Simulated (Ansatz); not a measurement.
**As in Ansatz: the effect of functional**

Crystal: As.

```xyz
1
Lattice="2.6485 0.0000 0.0000 0.0000 2.6485 0.0000 0.0000 0.0000 2.6485" Properties=species:S:1:pos:R:3 pbc="T T T"
As    1.3242    1.3242    1.3242
```

This isn't the form of As at room conditions, which is rhombohedral.

The cell isn't the ideal one: volume scaled by 0.94.

Alike in all runs:

```yaml
Program: Ansatz 0.2.0
Task: single point
Potentials_or_basis: Ansatz PAW
k_mesh: 10 × 10 × 10
Occupations: fermi-dirac, width 0.05 eV
Spin: no spin polarisation
```

```csv
functional,cutoff,pressure (GPa)
LDA,420 eV (not typed: the program's choice for these potentials),2.6
PBEsol,420 eV (not typed: the program's choice for these potentials),4.4
r2SCAN,500 eV (not typed: the program's choice for these potentials),?
```

**Question.** What does the run with functional r2SCAN give?

**Answer.** Pressure 6.3 GPa.

Caveats: the PAW data sets come from PBE, with cores solved anew for the run's functional, which leaves a small shift of forces and pressure.
